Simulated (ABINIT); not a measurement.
Sn in ABINIT: the effect of functional

Crystal: Sn.

```
Sn
1.0
     0.00000    3.23334    3.23334
     3.23334    0.00000    3.23334
     3.23334    3.23334    0.00000
Sn
2
Direct
  0.75000 0.75000 0.75000
  0.50000 0.50000 0.50000
```

This isn't the form of Sn at room conditions, which is tetragonal (white tin).

Alike in all runs:

```yaml
Program: ABINIT 10.8.3 (patched build)
Task: single point
Potentials_or_basis: JTH PAW PBE v2.0
Cutoff: 707 eV
k_mesh: 7 × 7 × 7
Occupations: fermi-dirac, width 0.05 eV
Spin: no spin polarisation
```

```csv
functional,pressure (GPa)
PBE,3.5
LDA,-0.2
PBEsol,1.2
RPBE,4.9
BLYP,?
AM05,1.5
r2SCAN,2.0
SCAN,1.6
revPBE,4.5
PW91,3.3
WC,1.2
```

Q: What does the run with functional BLYP give?

A: Pressure 6.1 GPa.

Caveats: the PAW data sets were made with another functional, which shifts forces and pressure a little (some runs).
